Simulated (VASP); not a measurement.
# TiO2 (Rutile): input slips in a phonon run and what they do, part 2 of 2

Some phonon runs on TiO2 (Rutile) get a fault in the input on purpose. Which of them show, and how? The starting structure is a measured crystal structure from the Crystallography Open Database.

VASP 6.6.1.

Results so far: reference B2g 816.5 cm⁻¹.

## Step 3: Modes with one-sided displacements

Level of this step: LDA; plane waves and PAW (Ti_sv, O) (VASP).

A slip made on purpose: one-sided displacements. Against step 2 the input has NFREE = 1 (also changed: NELM).

INCAR

```
SYSTEM = TiO2
PREC = Accurate
ENCUT = 520
EDIFF = 1E-08
NELM = 60
ISMEAR = 0
SIGMA = 0.03
LREAL = .FALSE.
ALGO = Normal
GGA = CA
NBANDS = 30
LASPH = .TRUE.
LORBIT = 11
LWAVE = .FALSE.
LCHARG = .FALSE.
KPAR = 8
IBRION = 6
NFREE = 1
POTIM = 0.015
NSW = 1
ISIF = 2
```

POSCAR

```
TiO2
1.0
    4.5544410104      0.0000000000      0.0000000000
    0.0000000000      4.5544410104      0.0000000000
    0.0000000000      0.0000000000      2.9226295426
Ti O
2 4
Direct
    0.5000000000      0.5000000000      0.5000000000
    0.0000000000      0.0000000000      0.0000000000
    0.8038675460      0.1961324540      0.5000000000
    0.6961324540      0.6961324540      0.0000000000
    0.1961324540      0.8038675460      0.5000000000
    0.3038675460      0.3038675460      0.0000000000
```

KPOINTS

```
Automatic mesh
0
Gamma
6 6 8
0 0 0
```

Potentials, in the order of the species: Ti_sv and O (LDA family, release 64).

Launch:

```
$ mpirun -np 8 vasp_std
```

The program printed:

```text
[banner, memory and clock lines left out]
running    8 mpi-ranks, on    1 nodes
[...]
[... a notice as in an earlier step ...]

 LDA part: xc-table for (Slater(with rela. corr.)+CA(PZ))
 , standard interpolation
 POSCAR, INCAR and KPOINTS ok, starting setup
[...]
entering main loop
       N       E                     dE             d eps       ncg     rms          rms(c)
[... 17 cycles as in an earlier step ...]
   1 F= -.58778948E+02 E0= -.58778948E+02  d E =-.144968E-17
[... from here on, the cycles between the ionic steps are left out ...]
   2 F= -.58777012E+02 E0= -.58777012E+02  d E =-.173567E-16
   3 F= -.58778733E+02 E0= -.58778733E+02  d E =-.495329E-17
   4 F= -.58777581E+02 E0= -.58777581E+02  d E =-.333558E-17
   5 F= -.58777962E+02 E0= -.58777962E+02  d E =-.667168E-17
 Finite differences progress:
  Degree of freedom:   4/  4
  Displacement:        1/  1
  Total:               4/  4
```

It took 33 s on 8 MPI ranks of Intel Xeon 6975P-C (Granite Rapids), shared host; peak memory 2.9 GiB.

OUTCAR, selected parts (step 3):

```text
  Total        0.0052662      0.0052662      0.0043253     -0.0025713     -0.0926887      0.0926888
  in kB        0.1391764      0.1391764      0.1143083     -0.0679535     -2.4495912      2.4495917
  external PRESSURE =       0.1308870 kB  Pullay stress =       0.0000000 kB

 POSITION                                       TOTAL-FORCE (eV/Angst)
 -----------------------------------------------------------------------------------
      2.27722      2.27722      1.46131        -0.001033      0.001033     -0.003261
      0.00000      0.00000      0.00000         0.003375     -0.003375      0.014601
      3.66117      0.89327      1.47631        -0.002787      0.002787     -0.131804
      3.17049      3.17049      0.00000        -0.000536     -0.000773      0.031120
      0.89327      3.66117      1.46131         0.000208     -0.000208      0.058224
      1.38395      1.38395      0.00000         0.000773      0.000536      0.031120
 -----------------------------------------------------------------------------------
    total drift:                               -0.000044     -0.000018      0.000207

  FREE ENERGIE OF THE ION-ELECTRON SYSTEM (eV)
  ---------------------------------------------------
  free  energy   TOTEN  =       -58.7779620405 eV

  energy  without entropy=      -58.7779620405  energy(sigma->0) =      -58.77796204

[... 2 parts as in an earlier step ...]

[... 1 further part left out ...]
[key lines of the parts left out:]
E-fermi :   5.0373
```

The last energy, forces and stress in OUTCAR belong to the last displaced cell, not to that of POSCAR.

With one-sided displacements the modes are at the top B2g 815.4, A1g 612.7 cm⁻¹, at the bottom B1g 136.5, B1u (1) 108.0 cm⁻¹, with 7 more of the listed ones between; the largest shift is -3.7 cm⁻¹, in Eu (1), from the reference.

## Step 4: Modes with a structure that was not relaxed

A slip made on purpose: a structure that was not relaxed. Against step 2 the input has another starting structure (also changed: NELM).

INCAR: that of step 3 with these lines changed.

```diff
@@ -17,3 +17,3 @@
 IBRION = 6
-NFREE = 1
+NFREE = 2
 POTIM = 0.015
```

POSCAR

```
TiO2
1.0
    4.5922000000      0.0000000000      0.0000000000
    0.0000000000      4.5922000000      0.0000000000
    0.0000000000      0.0000000000      2.9574000000
Ti O
2 4
Direct
    0.5000000000      0.5000000000      0.5000000000
    0.0000000000      0.0000000000      0.0000000000
    0.8049600000      0.1950400000      0.5000000000
    0.6950400000      0.6950400000      0.0000000000
    0.1950400000      0.8049600000      0.5000000000
    0.3049600000      0.3049600000      0.0000000000
```

KPOINTS is that of step 3.

Launch:

```
$ mpirun -np 8 vasp_std
```

The program printed:

```text
[... set-up lines as in an earlier step ...]
 entering main loop
       N       E                     dE             d eps       ncg     rms          rms(c)
DAV:   1     0.659409108305E+03    0.65941E+03   -0.24699E+04  3000   0.189E+03
DAV:   2     0.333318544825E+02   -0.62608E+03   -0.59448E+03  3214   0.551E+02
DAV:   3    -0.709773609567E+02   -0.10431E+03   -0.10203E+03  4546   0.204E+02
DAV:   4    -0.756057735068E+02   -0.46284E+01   -0.46231E+01  4084   0.433E+01
[...]
DAV:  15    -0.587426341630E+02   -0.24878E-06   -0.57363E-06  3688   0.253E-02    0.247E-03
DAV:  16    -0.587426340942E+02    0.68811E-07   -0.26445E-07  3694   0.541E-03    0.138E-03
DAV:  17    -0.587426340911E+02    0.30395E-08   -0.64143E-08  3372   0.232E-03
   1 F= -.58742634E+02 E0= -.58742634E+02  d E =-.569422E-25
[... from here on, the cycles between the ionic steps are left out ...]
   2 F= -.58740889E+02 E0= -.58740889E+02  d E =-.119349E-19
   3 F= -.58740889E+02 E0= -.58740889E+02  d E =-.120186E-19
   4 F= -.58742581E+02 E0= -.58742581E+02  d E =-.222157E-20
   5 F= -.58742581E+02 E0= -.58742581E+02  d E =-.220747E-20
   6 F= -.58741343E+02 E0= -.58741343E+02  d E =-.170356E-21
   7 F= -.58741410E+02 E0= -.58741410E+02  d E =-.120611E-18
   8 F= -.58741764E+02 E0= -.58741764E+02  d E =-.303660E-20
   9 F= -.58741764E+02 E0= -.58741764E+02  d E =-.302765E-20
 Finite differences progress:
  Degree of freedom:   4/  4
  Displacement:        2/  2
  Total:               8/  8
```

The job ended after 57 s (8 MPI ranks; peak memory 3 GiB; 7 min of CPU time).

OUTCAR, selected parts (step 4):

```text
  Total       -2.2863252     -2.2863252     -3.3344363     -0.0022742      0.0749449     -0.0749450
  in kB      -58.7349947    -58.7349947    -85.6606473     -0.0584236      1.9253118     -1.9253130
  external PRESSURE =     -67.7102122 kB  Pullay stress =       0.0000000 kB

 POSITION                                       TOTAL-FORCE (eV/Angst)
 -----------------------------------------------------------------------------------
      2.29610      2.29610      1.47870        -0.001024      0.001024      0.001084
      0.00000      0.00000      0.00000         0.003106     -0.003106     -0.001559
      3.69654      0.89566      1.46370        -0.005160      0.005160      0.115893
      3.19176      3.19176      0.00000         0.002165      0.001955     -0.029983
      0.89566      3.69654      1.47870         0.002868     -0.002868     -0.055452
      1.40044      1.40044      0.00000        -0.001955     -0.002165     -0.029983
 -----------------------------------------------------------------------------------
    total drift:                                0.000039     -0.000038     -0.000313

  FREE ENERGIE OF THE ION-ELECTRON SYSTEM (eV)
  ---------------------------------------------------
  free  energy   TOTEN  =       -58.7417641826 eV

  energy  without entropy=      -58.7417641826  energy(sigma->0) =      -58.74176418

[... 1 part as in an earlier step ...]

[... 2 further parts left out ...]
[key lines of the parts left out:]
E-fermi :   4.7480
```

With a structure that was not relaxed the modes are at the top B2g 783.2, A1g 582.1 cm⁻¹, at the bottom B1u (1) 70.8, A2u 33.2 cm⁻¹, with 7 more of the listed ones between; the largest shift is -113.7 cm⁻¹, in A2u, from the reference.

## Step 5: Modes with a k mesh far too coarse

A slip made on purpose: a k mesh far too coarse. Against step 2 the input has a 1×1×1 mesh (also changed: NELM and KPAR).

INCAR: that of step 4 with these lines changed.

```diff
@@ -15,3 +15,2 @@
 LCHARG = .FALSE.
-KPAR = 8
 IBRION = 6
```

POSCAR

```
TiO2
1.0
    4.5544410104      0.0000000000      0.0000000000
    0.0000000000      4.5544410104      0.0000000000
    0.0000000000      0.0000000000      2.9226295426
Ti O
2 4
Direct
    0.5000000000      0.5000000000      0.5000000000
    0.0000000000      0.0000000000      0.0000000000
    0.8038675460      0.1961324540      0.5000000000
    0.6961324540      0.6961324540      0.0000000000
    0.1961324540      0.8038675460      0.5000000000
    0.3038675460      0.3038675460      0.0000000000
```

KPOINTS

```
Automatic mesh
0
Gamma
1 1 1
0 0 0
```

Launch:

```
$ mpirun -np 8 vasp_std
```

The program printed:

```text
[banner, memory and clock lines left out]
running    8 mpi-ranks, on    1 nodes
[...]
[... a notice as in an earlier step ...]

 LDA part: xc-table for (Slater(with rela. corr.)+CA(PZ))
 , standard interpolation
|                                                                             |
|           W    W    AA    RRRRR   N    N  II  N    N   GGGG   !!!           |
|           W    W   A  A   R    R  NN   N  II  NN   N  G    G  !!!           |
|           W    W  A    A  R    R  N N  N  II  N N  N  G       !!!           |
|           W WW W  AAAAAA  RRRRR   N  N N  II  N  N N  G  GGG   !            |
|           WW  WW  A    A  R   R   N   NN  II  N   NN  G    G                |
|           W    W  A    A  R    R  N    N  II  N    N   GGGG   !!!           |
|                                                                             |
|     The number of bands has been changed from the values supplied in        |
|     The orbitals not found in the WAVECAR file will be initialized with     |
[...]
DAV:   1     0.658363729787E+03    0.65836E+03   -0.25090E+04    64   0.178E+03
DAV:   2     0.202431025477E+02   -0.63812E+03   -0.57539E+03    72   0.531E+02
DAV:   3    -0.669622210776E+02   -0.87205E+02   -0.85426E+02    96   0.192E+02
DAV:   4    -0.727501908336E+02   -0.57880E+01   -0.57739E+01    96   0.424E+01
[...]
DAV:  16    -0.523901228462E+02    0.18408E-06   -0.83928E-07    88   0.784E-03    0.185E-03
DAV:  17    -0.523901228308E+02    0.15397E-07   -0.80034E-08    72   0.181E-03    0.830E-04
DAV:  18    -0.523901228271E+02    0.36343E-08   -0.87981E-09    56   0.817E-04
   1 F= -.52390123E+02 E0= -.52390123E+02  d E =-.104677E-14
[... from here on, the cycles between the ionic steps are left out ...]
   2 F= -.52393718E+02 E0= -.52393718E+02  d E =-.861209E-14
   3 F= -.52393718E+02 E0= -.52393718E+02  d E =-.858503E-14
   4 F= -.52399100E+02 E0= -.52399100E+02  d E =-.157391E-15
   5 F= -.52399100E+02 E0= -.52399100E+02  d E =-.165719E-15
   6 F= -.52451525E+02 E0= -.52451525E+02  d E =-.395594E-16
   7 F= -.52329902E+02 E0= -.52329902E+02  d E =-.612123E-13
   8 F= -.52392236E+02 E0= -.52392236E+02  d E =-.988578E-15
   9 F= -.52392236E+02 E0= -.52392236E+02  d E =-.991933E-15
 Finite differences progress:
  Degree of freedom:   4/  4
  Displacement:        2/  2
  Total:               8/  8
```

Wall time 4.4 s (8 MPI ranks); peak memory 0.85 GiB; 29 s of CPU time.

OUTCAR, selected parts (step 5):

```text
  Total        3.5757305      3.5757305     10.3292687      0.0002019      0.0479220     -0.0479224
  in kB       94.4999169     94.4999169    272.9833904      0.0053355      1.2664886     -1.2665008
  external PRESSURE =     153.9944081 kB  Pullay stress =       0.0000000 kB

 POSITION                                       TOTAL-FORCE (eV/Angst)
 -----------------------------------------------------------------------------------
      2.27722      2.27722      1.46131        -0.003369      0.003369      0.369605
      0.00000      0.00000      0.00000         0.005238     -0.005238      0.543193
      3.66117      0.89327      1.44631         4.050342     -4.050342     -0.280864
      3.17049      3.17049      0.00000        -4.055042     -4.056357     -0.128201
      0.89327      3.66117      1.46131        -4.053527      4.053527     -0.375533
      1.38395      1.38395      0.00000         4.056357      4.055042     -0.128201
 -----------------------------------------------------------------------------------
    total drift:                                0.000009     -0.000007     -0.000179

  FREE ENERGIE OF THE ION-ELECTRON SYSTEM (eV)
  ---------------------------------------------------
  free  energy   TOTEN  =       -52.3922356128 eV

  energy  without entropy=      -52.3922356128  energy(sigma->0) =      -52.39223561

[... 1 part as in an earlier step ...]

[... 2 further parts left out ...]
[key lines of the parts left out:]
E-fermi :   5.7809
```

With a k mesh far too coarse the modes are at the top B2g 790.1, A1g 637.2 cm⁻¹, at the bottom Eu (1) -1127.2, A2u -1311.9 cm⁻¹, with 7 more of the listed ones between; A2u, real with the reference, turns imaginary. Imaginary, given as negative numbers: B1u (2), Eu (2), Eu (1), A2u, B1g and B1u (1).

## Step 6: Modes with a loose electronic threshold

A slip made on purpose: a loose electronic threshold. Against step 2 the input has EDIFF = 1E-04 (also changed: NELM).

INCAR: that of step 5 with these lines changed.

```diff
@@ -3,3 +3,3 @@
 ENCUT = 520
-EDIFF = 1E-08
+EDIFF = 1E-04
 NELM = 60
@@ -15,2 +15,3 @@
 LCHARG = .FALSE.
+KPAR = 8
 IBRION = 6
```

POSCAR is that of step 5.

KPOINTS

```
Automatic mesh
0
Gamma
6 6 8
0 0 0
```

Launch:

```
$ mpirun -np 8 vasp_std
```

The program printed:

```text
[... set-up lines as in an earlier step ...]
 entering main loop
       N       E                     dE             d eps       ncg     rms          rms(c)
[... 10 cycles as in an earlier step ...]
DAV:  11    -0.587789864272E+02    0.35079E-02   -0.13912E-02  3614   0.828E-01    0.708E-02
DAV:  12    -0.587791610549E+02   -0.17463E-03   -0.14229E-03  3176   0.428E-01    0.153E-01
DAV:  13    -0.587789485632E+02    0.21249E-03   -0.68499E-04  3110   0.278E-01    0.283E-02
DAV:  14    -0.587789458658E+02    0.26973E-05   -0.39678E-05  1560   0.623E-02
   1 F= -.58778946E+02 E0= -.58778946E+02  d E =-.188196E-19
[... from here on, the cycles between the ionic steps are left out ...]
   2 F= -.58777012E+02 E0= -.58777012E+02  d E =-.940781E-17
   3 F= -.58777008E+02 E0= -.58777008E+02  d E =-.138239E-16
   4 F= -.58778747E+02 E0= -.58778747E+02  d E =-.483290E-17
   5 F= -.58778735E+02 E0= -.58778735E+02  d E =-.103025E-16
   6 F= -.58777582E+02 E0= -.58777582E+02  d E =-.342706E-17
   7 F= -.58777572E+02 E0= -.58777572E+02  d E =-.198852E-16
   8 F= -.58777966E+02 E0= -.58777966E+02  d E =-.734603E-17
   9 F= -.58777970E+02 E0= -.58777970E+02  d E =-.212124E-17
 Finite differences progress:
  Degree of freedom:   4/  4
  Displacement:        2/  2
  Total:               8/  8
```

The job ended after 32 s (8 MPI ranks; peak memory 2.9 GiB; 3.9 min of CPU time).

From OUTCAR (step 6):

```text
  Total       -0.0322851     -0.0322851     -0.0187652     -0.0013001      0.0959201     -0.0959205
  in kB       -0.8532340     -0.8532340     -0.4959284     -0.0343585      2.5349896     -2.5350001
  external PRESSURE =      -0.7341321 kB  Pullay stress =       0.0000000 kB

 POSITION                                       TOTAL-FORCE (eV/Angst)
 -----------------------------------------------------------------------------------
      2.27722      2.27722      1.46131        -0.001235      0.001235     -0.002870
      0.00000      0.00000      0.00000         0.004715     -0.004715     -0.024562
      3.66117      0.89327      1.44631        -0.003243      0.003243      0.165929
      3.17049      3.17049      0.00000        -0.001532     -0.000796     -0.036886
      0.89327      3.66117      1.46131         0.000500     -0.000500     -0.064725
      1.38395      1.38395      0.00000         0.000796      0.001532     -0.036886
 -----------------------------------------------------------------------------------
    total drift:                                0.000339     -0.006820      0.033609

  FREE ENERGIE OF THE ION-ELECTRON SYSTEM (eV)
  ---------------------------------------------------
  free  energy   TOTEN  =       -58.7779696154 eV

  energy  without entropy=      -58.7779696154  energy(sigma->0) =      -58.77796962

[... 2 parts as in an earlier step ...]

[... 1 further part left out ...]
[key lines of the parts left out:]
E-fermi :   5.0393
```

With a loose electronic threshold the modes are at the top B2g 825.7, A1g 617.5 cm⁻¹, at the bottom B1g 141.4, B1u (1) 117.9 cm⁻¹, with 7 more of the listed ones between; the largest shift is +36.5 cm⁻¹, in A2u, from the reference.

## Step 7: All runs side by side

| run | B2g | A1g | Eu (3) | Eg | Eu (1) | A2u | B1g | B1u (1) | imaginary modes, each partner counted | core minutes |
| --- | --- | --- | --- | --- | --- | --- | --- | --- | --- | --- |
| reference | 816.5 | 611.6 | 488.8 | 464.0 | 148.7 | 146.9 | 136.3 | 108.0 | 0 | 7.47 |
| one-sided displacements | 815.4 | 612.7 | 489.3 | 464.0 | 145.0 | 146.9 | 136.5 | 108.0 | 0 | 4.4 |
| a structure that was not relaxed | 783.2 | 582.1 | 469.8 | 440.7 | 88.9 | 33.2 | 157.0 | 70.8 | 0 | 7.6 |
| a k mesh far too coarse | 790.1 | 637.2 | 281.2 | 327.7 | -1127.2 | -1311.9 | -187.7 | -730.4 | 8 | 0.587 |
| a loose electronic threshold | 825.7 | 617.5 | 493.1 | 491.1 | 151.2 | 183.4 | 141.4 | 117.9 | 0 | 4.27 |

Modes are in cm⁻¹, degenerate ones as one, matched between runs by symmetry and order. A number in brackets counts the listed modes of one symmetry from the lowest. The symmetry labels come from an automatic analysis and can be wrong where levels nearly coincide. Between the highest four and the lowest four, 3 more are left out. Core minutes are wall time times ranks of the run shown, on a shared host.

## Step 8: What came out

```
B2g, reference                            : 816.5 cm⁻¹
B1u (1), reference                        : 108.0 cm⁻¹
B2g, one-sided displacements              : 815.4 cm⁻¹
B1u (1), one-sided displacements          : 108.0 cm⁻¹
B2g, a structure that was not relaxed     : 783.2 cm⁻¹
B1u (1), a structure that was not relaxed : 70.8 cm⁻¹
B2g, a k mesh far too coarse              : 790.1 cm⁻¹
B1u (1), a k mesh far too coarse          : -730.4 cm⁻¹
B2g, a loose electronic threshold         : 825.7 cm⁻¹
B1u (1), a loose electronic threshold     : 117.9 cm⁻¹
```

What this shows: Finished, but with signs in the output that stand out against the reference: one-sided displacements, with modes off by up to -3.7 cm⁻¹, in Eu (1) (signs: a translation at -4 cm⁻¹ instead of zero); a structure that was not relaxed, with modes off by up to -114 cm⁻¹, in A2u (signs: a pressure of -6.8 GPa on the undisplaced cell and a translation at -3 cm⁻¹ instead of zero); a k mesh far too coarse, with A2u turned imaginary, like 5 more of the compared levels (signs: a pressure of 15.4 GPa on the undisplaced cell, forces of up to 5.74 eV/Å on the undisplaced atoms and imaginary modes); a loose electronic threshold, with modes off by up to +36 cm⁻¹, in A2u (signs: a translation at -13 cm⁻¹ instead of zero). The frequencies are harmonic, and the splitting of polar modes by their long-range field is left out. Further runs on this material are not shown.

[Lines on the potential files, build, host, timing and source positions are cut from VASP's logs without a mark.]

[Logs are printed without paths, hosts, clocks, repeated set-up lines and the standing remarks that a program may print on its own settings, such as how far it seeks lower states.]

[Hosts, paths, dates, database ids (printed as entryN), source tags and the programs' standing remarks are cut or masked in the printed files.]
